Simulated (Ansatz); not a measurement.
# SnO2: the cost of one run

All numbers below are computed with Ansatz 0.2.0 (DFT PBEsol, scalar-relativistic, plane waves, PAW).

4 further runs of the same task are left out: 4 set aside as unsound or not needed.

### 1 Starting point

The cell holds 24 atoms (O16Sn7V): a = 6.744 Å, b = 6.744 Å, c = 8.001 Å, α = 114.92°, β = 114.92°, γ = 90.00°.

The coordinates of this cell stand in the input of its own run.

The host was relaxed before at PBEsol: a = 4.768 Å, b = 4.768 Å, c = 3.212 Å, α = 90.00°, β = 90.00°, γ = 90.00° (conventional cell), 12.174 Å³/atom.

Places, in fractions of the supercell: V in place of Sn at (0.125, 0.625, 0.250). The start keeps the symmetry of the ideal site.

### 2 Band edges of the host over the zone

input.yaml reads:

```yaml
crystal:
  lattice:
    - [4.7684401829, 0.0, 0.0]
    - [0.0, 4.7684401829, 0.0]
    - [0.0, 0.0, 3.2123956998]
  atoms:
    - { symbol: Sn, position: [0.5, 0.5, 0.5] }
    - { symbol: Sn, position: [0.0, 0.0, 0.0] }
    - { symbol: O, position: [0.1937455605, 0.8062544395, 0.5] }
    - { symbol: O, position: [0.8062544395, 0.1937455605, 0.5] }
    - { symbol: O, position: [0.3062544395, 0.3062544395, 0.0] }
    - { symbol: O, position: [0.6937455605, 0.6937455605, 0.0] }
basis:
  ecutwfc: 420
  xc_grid: 2
kpoints:
  mp_grid: { grid: [6, 6, 8] }
  band_path: { path: [VBM, CBM], npoints: 2 }
hamiltonian:
  xc: pbesol
scf:
  occupations: { method: gaussian, width: 0.02 }
output:
  forces: true
  stress: true
  eigenvalues: true
```

Started as:

```bash
ansatz run input.yaml --threads 8 --pin off --max-ram 16384MiB --backend cpu --events-out ev --progress --plain --runs-dir out
```

Q: Estimate wall time and peak memory on 8 threads of AMD EPYC 9B14 (Zen 4), shared host.

About 1.6 s, with a peak of 0.55 GiB.
